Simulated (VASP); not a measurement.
## MgTe: relaxation of cell and atoms with PBEsol

MgTe:

```xyz
2
Lattice="0.0000 3.2320 3.2320 3.2320 0.0000 3.2320 3.2320 3.2320 0.0000" Properties=species:S:1:pos:R:3 pbc="T T T"
Mg    0.0000    0.0000    0.0000
Te    1.6160    1.6160    1.6160
```

The cell was built by a generator and needn't be a form met in nature.

```json
{
 "Program": "VASP 6.6.1",
 "Task": "relaxation of cell and atoms",
 "Functional": "PBEsol",
 "Potentials or basis": "VASP PAW PBE potentials, release 64 (Mg, Te)",
 "Cutoff": "600 eV",
 "k mesh": "8 × 8 × 8",
 "Occupations": "gaussian, width 0.03 eV",
 "Spin": "no spin polarisation",
 "Further INCAR settings": "ALGO = Normal; EDIFF = 1e-06; IBRION = 2; EDIFFG = -0.01; NSW = 90; ISIF = 3"
}
```

- Relaxed volume: 33.37 Å³/atom
- Relaxed cell: a = 4.553 Å, b = 4.553 Å, c = 4.553 Å, α = 60.00°, β = 60.00°, γ = 60.00°
- Space group after relaxing (to 0.05 Å): F-43m (No. 216)
- Energy gained by relaxing: 0.4 meV/atom
- Ionic steps: 2
- Pressure after relaxing: 0.0 GPa
- Band gap on the k mesh: 2.35 eV, direct

The path:
| step | energy change (eV) | largest force (eV/Å) | pressure (GPa) | volume (Å³) |
| --- | --- | --- | --- | --- |
| 1 | 0.0000 | 0.0000 | -0.38 | 67.52 |
| 2 | -0.0009 | 0.0000 | 0.03 | 66.74 |

Final structure:
```
Mg Te
1.0
     0.00000    3.21945    3.21945
     3.21945    0.00000    3.21945
     3.21945    3.21945    0.00000
Mg Te
1 1
Direct
  0.00000 0.00000 0.00000
  0.25000 0.25000 0.25000
```

Levels at points of the mesh, in eV from the valence-band top:
```csv
k point,band 2,band 3,band 4,band 5,band 6,band 7
"(0.00, 0.00, 0.00)",0.00,0.00,0.00,2.35,5.43,5.43
"(0.50, 0.00, 0.00)",-3.29,-0.43,-0.43,3.17,5.47,5.47
"(0.50, 0.50, 0.00)",-3.10,-1.21,-1.21,2.70,3.48,9.60
```

Run time: 28 s on 1 thread of Intel(R) Xeon(R) Platinum 8375C CPU @ 2.90GHz (Ice Lake), on a shared host, peak memory 0.24 GiB.

Caveat: the PAW data sets were made with another functional, which shifts forces and pressure a little; spin-orbit coupling is left out, which moves the levels of the heavy elements. A k mesh can miss the band edges.
